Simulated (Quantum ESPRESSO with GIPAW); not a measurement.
**MgO: from the crystal structure to its NMR spectrum**

Wanted: NMR shieldings for each site of MgO.

Program: Quantum ESPRESSO with GIPAW 8.0dev (patched build). Level of theory: DFT, PBEsol, plane-wave PAW (pslibrary 1.0.0 recipes), scalar-relativistic, GIPAW; a patched development version of the program. Results are calculated unless marked as measured.

### 1. The starting structure

It takes space group P6_3/mmc (No. 194, hexagonal). The conventional cell has a = 3.486 Å, b = 3.486 Å, c = 4.178 Å, α = 90.00°, β = 90.00°, γ = 120.00°. Mg has 5 O at 2.01 to 2.09 Å nearest. O has 5 Mg at 2.01 to 2.09 Å nearest. Farther neighbours and most contacts between anions are not listed.

The cell is a computed entry of the Materials Project; it need not be the form that is stable at ambient conditions.

### 2. The SCF step

The shielding is a linear response of the occupied states, which this run provides. It is converged far beyond what an energy needs, since the response uses the wavefunctions themselves. No empty states are asked for: the response is solved without them. The mesh has a spacing of 0.30 Å⁻¹ at most. The PAW files were made with ld1.x from the pslibrary 1.0.0 recipes, with GIPAW reconstruction switched on.

Input file scf.in:

```
&control
  calculation = 'scf'
  prefix = 'x'
  outdir = './tmp/'
  pseudo_dir = './'
/
&system
  ibrav = 0
  nat = 4
  ntyp = 2
  ecutwfc = 65
  ecutrho = 390
  nbnd = 16
/
&electrons
  conv_thr = 1.0d-10
  mixing_beta = 0.7
  electron_maxstep = 100
/
ATOMIC_SPECIES
  Mg 24.305 Mg.pbesol-spnl-kjpaw_psl.1.0.0-gipaw.UPF
  O 15.999 O.pbesol-n-kjpaw_psl.1.0.0-gipaw.UPF
CELL_PARAMETERS angstrom
  3.48637786 0.00000000 0.00000000
  -1.74318893 3.01929180 0.00000000
  0.00000000 0.00000000 4.17804122
ATOMIC_POSITIONS crystal
  Mg 0.33333333 0.66666667 0.25000000
  Mg 0.66666667 0.33333333 0.75000000
  O 0.33333333 0.66666667 0.75000000
  O 0.66666667 0.33333333 0.25000000
K_POINTS automatic
  7 7 6 0 0 0
```

Run with:

```
$ mpirun -np 4 pw.x -nk 4 -in scf.in > scf.out
```

What it wrote:

```text
using ibrav=0 with symmetry is DISCOURAGED, use correct ibrav instead

     bravais-lattice index     =            0
     lattice parameter (alat)  =       6.5883  a.u.
     unit-cell volume          =     296.7897 (a.u.)^3
     number of atoms/cell      =            4
     number of atomic types    =            2
     number of electrons       =        32.00
     number of Kohn-Sham states=           16
     kinetic-energy cutoff     =      65.0000  Ry
     charge density cutoff     =     390.0000  Ry
     scf convergence threshold =      1.0E-10
     mixing beta               =       0.7000
     number of iterations used =            8  plain     mixing
     Exchange-correlation= SLA-PW-PSX-PSC
                           (   1   4  10   8   0   0   0)
[...]
Mg               10.00    24.30500     Mg( 1.00)
     O                 6.00    15.99900     O ( 1.00)

     24 Sym. Ops., with inversion, found (12 have fractional translation)
[...]
number of k points=    32
[...]
Dense  grid:    38671 G-vectors     FFT dimensions: (  45,  45,  50)

     Smooth grid:    21017 G-vectors     FFT dimensions: (  36,  36,  48)

     Check: negative core charge=   -0.000023

     Initial potential from superposition of free atoms

     starting charge      31.9982, renormalised to      32.0000
     Starting wfcs are   18 randomized atomic wfcs

     Self-consistent Calculation

     iteration #  1     ecut=    65.00 Ry     beta= 0.70
     Davidson diagonalization with overlap
     ethr =  1.00E-02,  avg # of iterations =  1.4

     total energy              =    -363.00140418 Ry
     estimated scf accuracy    <       1.35815107 Ry

     iteration #  2     ecut=    65.00 Ry     beta= 0.70
     Davidson diagonalization with overlap
     ethr =  4.24E-03,  avg # of iterations =  4.5

     total energy              =    -363.58183946 Ry
     estimated scf accuracy    <       1.86223381 Ry

     iteration #  3     ecut=    65.00 Ry     beta= 0.70
     Davidson diagonalization with overlap
     ethr =  4.24E-03,  avg # of iterations =  2.0

     total energy              =    -363.45603415 Ry
     estimated scf accuracy    <       0.37053468 Ry

[...]
total energy              =    -363.86746640 Ry
[...]
iteration # 33     ecut=    65.00 Ry     beta= 0.70
     Davidson diagonalization with overlap
     ethr =  2.41E-12,  avg # of iterations =  5.4

     total energy              =    -363.86746640 Ry
     estimated scf accuracy    <          2.1E-10 Ry

     iteration # 34     ecut=    65.00 Ry     beta= 0.70
     Davidson diagonalization with overlap
     ethr =  6.48E-13,  avg # of iterations =  5.0

     End of self-consistent calculation
     [one-electron energies left out]

!    total energy              =    -363.86746640 Ry
     total all-electron energy =     -1100.160851 Ry
     estimated scf accuracy    <          2.5E-13 Ry

     The total energy is the sum of the following terms:
     one-electron contribution =    -208.56218600 Ry
     hartree contribution      =     112.51646103 Ry
     xc contribution           =     -49.74865739 Ry
     ewald contribution        =    -171.02006073 Ry
     one-center paw contrib.   =     -47.05302331 Ry

     convergence has been achieved in  34 iterations
[...]
JOB DONE.
```

Wall time 21 s (4 MPI ranks of Arm Neoverse V2, shared host); peak memory 0.31 GiB; 83 s of CPU time.

It converged in 34 cycles to an estimated accuracy of 2e-13 Ry, on 32 irreducible k-points.

### 3. Magnetic response

A uniform field breaks periodicity, so gipaw.x applies it as a wave of small q and takes the limit. It solves for the first-order states, builds the induced current and gets the field at each nucleus by Biot–Savart; the PAW spheres add what the smooth waves miss near the nuclei. pawproj makes the reconstruction use the PAW data sets' own projectors.

Input file nmr.in:

```
&inputgipaw
  job = 'nmr'
  prefix = 'x'
  tmp_dir = './tmp/'
  restart_mode = 'from_scratch'
  verbosity = 'low'
  q_gipaw = 0.01
  spline_ps = .true.
  conv_threshold = 1.0d-11
  use_nmr_macroscopic_shape = .false.
  pawproj(1) = .true.
  pawproj(2) = .true.
/
```

Run with:

```
$ mpirun -np 4 gipaw.x -in nmr.in > nmr.out
```

What it wrote:

```text
[banner, memory and clock lines left out]
[a note of our patched build left out]

     Parallelizing q-star over 1 images

     IMPORTANT: XC functional enforced from input :
     Exchange-correlation= PBESOL
                           (   1   4  10   8   0   0   0)
     Any further DFT definition will be discarded
     Please, verify this is what you really want

     Check: negative core charge=   -0.000023
[...]
WARNING: some symmetry operations do not permute x, y and z, so the susceptibility and the shape term are
     wrong: all shieldings move alike (in wurtzite BN nosym gave 13 and 6 ppm more at 3 and 6 points an axis).
     Run pw.x with nosym, and raise the mesh until the susceptibility stays

     alpha_pv=    143.7082 eV

     spline_ps is .false., expect some extrapolation errors

     q-space interpolation up to    78.00 Rydberg

     GIPAW job: nmr
     NMR macroscopic correction: no
[...]
Computing the magnetic susceptibility     isolve=0    ethr=  0.1000E-10
     Starting from scratch
     k-point #    1 of    32      pool #  1    cpu time:       0.4
[...]
End of magnetic susceptibility calculation

     f-sum rule (1st term):
           -23.6885         -0.0000          0.0000
            -0.0000        -23.6885          0.0000
             0.0000          0.0000        -23.6847

     f-sum rule (2nd term):
            -0.6131          0.0000          0.0000
            -0.0000         -0.6131         -0.0000
             0.0000         -0.0000         -0.6169

     f-sum rule (should be   -24.3012):
           -24.3016         -0.0000          0.0000
            -0.0000        -24.3016         -0.0000
             0.0000         -0.0000        -24.3016

[... susceptibilities left out ...]
     Contributions to the NMR chemical shifts: -------------------------------

     Macroscopic shape contribution in ppm:                    0.00
             0.0000          0.0000          0.0000
             0.0000          0.0000          0.0000
             0.0000          0.0000          0.0000

     Core contribution in ppm:

     Atom  1  Mg  pos: ( -0.000000  0.577350  0.299598)  core sigma:         412.20
     Atom  2  Mg  pos: (  0.500000  0.288675  0.898793)  core sigma:         412.20
     Atom  3  O   pos: ( -0.000000  0.577350  0.898793)  core sigma:         270.50
     Atom  4  O   pos: (  0.500000  0.288675  0.299598)  core sigma:         270.50

     Bare contribution in ppm:

     Atom  1  Mg  pos: ( -0.000000  0.577350  0.299598)  bare sigma:          92.01
[...]
Atom  2  Mg  pos: (  0.500000  0.288675  0.898793)  bare sigma:          92.01
[...]
Atom  3  O   pos: ( -0.000000  0.577350  0.898793)  bare sigma:          50.45
[...]
Atom  4  O   pos: (  0.500000  0.288675  0.299598)  bare sigma:          50.45
[...]
Diamagnetic contribution in ppm:

     Atom  1  Mg  pos: ( -0.000000  0.577350  0.299598)  dia sigma:         167.95
[...]
Atom  2  Mg  pos: (  0.500000  0.288675  0.898793)  dia sigma:         167.95
[...]
Atom  3  O   pos: ( -0.000000  0.577350  0.898793)  dia sigma:          17.78
[...]
Atom  4  O   pos: (  0.500000  0.288675  0.299598)  dia sigma:          17.78
[...]
Paramagnetic contribution in ppm:

     Atom  1  Mg  pos: ( -0.000000  0.577350  0.299598)  para sigma:         205.10
[...]
Atom  2  Mg  pos: (  0.500000  0.288675  0.898793)  para sigma:         205.10
[...]
Atom  3  O   pos: ( -0.000000  0.577350  0.898793)  para sigma:          62.30
[...]
Atom  4  O   pos: (  0.500000  0.288675  0.299598)  para sigma:          62.30
[...]
Paramagnetic US occ-occ contribution in ppm:

     Atom  1  Mg  pos: ( -0.000000  0.577350  0.299598)  para_oo sigma:          -1.27
[...]
Atom  2  Mg  pos: (  0.500000  0.288675  0.898793)  para_oo sigma:          -1.27
[...]
Atom  3  O   pos: ( -0.000000  0.577350  0.898793)  para_oo sigma:          -2.66
[...]
Atom  4  O   pos: (  0.500000  0.288675  0.299598)  para_oo sigma:          -2.66
[...]
Paramagnetic US L_R Q_R contribution in ppm:

     Atom  1  Mg  pos: ( -0.000000  0.577350  0.299598)  para_lq sigma:        -365.76
[...]
Atom  2  Mg  pos: (  0.500000  0.288675  0.898793)  para_lq sigma:        -365.76
[...]
Atom  3  O   pos: ( -0.000000  0.577350  0.898793)  para_lq sigma:        -214.03
[...]
Atom  4  O   pos: (  0.500000  0.288675  0.299598)  para_lq sigma:        -214.03
[...]
Total NMR chemical shifts in ppm: ---------------------------------------
     (adopting the Simpson convention for anisotropy and asymmetry)-----------

     Atom  1  Mg  pos: ( -0.000000  0.577350  0.299598)  Total sigma:         510.23
           521.9901          0.0000         -0.0000
             0.0000        521.9901         -0.0000
             0.0000          0.0000        486.6966

     Mg      1    anisotropy:    -35.29    eta:    0.0000
[...]
Atom  2  Mg  pos: (  0.500000  0.288675  0.898793)  Total sigma:         510.23
[... its tensor is left out ...]
     Atom  3  O   pos: ( -0.000000  0.577350  0.898793)  Total sigma:         184.34
           191.4822          0.0000          0.0000
             0.0000        191.4822         -0.0000
            -0.0000          0.0000        170.0625

     O       3    anisotropy:    -21.42    eta:    0.0000
[...]
Atom  4  O   pos: (  0.500000  0.288675  0.299598)  Total sigma:         184.34
[... its tensor is left out ...]
```

The job ended after 3.1 min (4 MPI ranks; peak memory 0.26 GiB; 12 min of CPU time).

The f-sum rule is met to 4.0e-4 of 24.3 (0.002 %). Converged shieldings require that this miss be small, but a small miss does not prove them. gipaw.x warns that with these symmetry operations the susceptibility and the shape term are unreliable; the other terms are not touched.

From the symmetric part of each tensor, with principal values σ11 ≤ σ22 ≤ σ33: σ_iso is their mean, the span is σ33 − σ11 and the skew 3(σ_iso − σ22)/span. (gipaw.x prints an anisotropy in another convention.)

| site | atom no. | atoms in cell | σ_iso (ppm) | span (ppm) | skew |
| --- | --- | --- | --- | --- | --- |
| Mg | 1 | 2 | 510.2 | 35.3 | -1.00 |
| O | 3 | 2 | 184.3 | 21.4 | -1.00 |

The macroscopic shape term is switched off. For a spherical sample the valence susceptibility of this run would add about 9 ppm to every site, a rough estimate, since the susceptibility converges slowly and lacks part of the PAW terms, above all in hexagonal and trigonal cells. Differences within the crystal don't depend on it, but shieldings of different compounds can't be compared to better than a few ppm without it.

An axis of order three or more runs through Mg and O, so two principal values coincide and the skew is ±1. In this run the largest span is that of Mg (site symmetry -6m2), with principal values 486.7, 522.0 and 522.0 ppm.

17O and 25Mg also have a quadrupolar coupling here. It is not given: on PAW files the efg job of this gipaw.x leaves out the augmentation charge of neighbouring atoms and can miss by tens of per cent.

### 4. From shieldings to shifts

A shielding is counted from the bare nucleus and a shift from a reference compound, with the opposite sign. A fitted line does better than one reference, as its slope takes up part of the functional's error.

Reference lines, from the same functional and files: 17O: δ = (256.2 − σ) / 1.079, zero at liquid water, fitted to 4 measured values, from Al2O3, Li2H2SO5 and SiO2, with a scatter of 4.3 ppm r.m.s. (this compound left out) (BaO, BaTiO3, CaO and SrO fall off this line, as semilocal functionals put their cations' empty d or f shells too low, and are left out), with σ taken with the shape term of a sphere (9.5 ppm here). Kinds of site that fitted badly were split off after the misses were seen, so the scatter is that of the points kept.

Covalently bonded atoms count as neighbours within 1.18 times the sum of their radii. Otherwise a cation's neighbours lie within 1.2 times its shortest bond (1.3 for large cations, each anion's radius taken off where they differ), and an anion's are the cations that count it.

| site | atom no. | atoms in cell | surroundings | bonds (Å) | δ_iso (ppm) |
| --- | --- | --- | --- | --- | --- |
| Mg | 1 | 2 | MgO5 | 2.01 to 2.09 | - |
| O | 3 | 2 | bound to Mg5 | 2.01 to 2.09 | 57.8 |

### 5. Results

```json
{"17O shift": "57.8 ppm", "25Mg shielding without shape term": "510.2 ppm"}
```

What this shows: 17O has one site (bound to Mg5), with isotropic shift 57.8 ppm. No sound run at another cutoff or mesh is at hand, so convergence rests on the f-sum rule and on experience with these files. This build of gipaw.x prints that it is not audited and that its numbers are no references by themselves. It also reports spline_ps as false although the input sets it; why was not traced. The sphere term behind these shifts is unreliable in hexagonal and trigonal cells, by up to a few ppm.

[Banner, clock, file and message-heading lines were taken out of the pw.x and gipaw.x logs.]

[Logs are printed without paths, hosts, clocks, repeated set-up lines and the standing remarks that a program may print on its own settings, such as how far it seeks lower states.]

[Hosts, paths, dates, database ids (printed as entryN), source tags and the programs' standing remarks are cut or masked in the printed files.]

[Where no reference line passes its bar on scatter, no shift is given, so a measured shift of this compound may stand uncompared.]
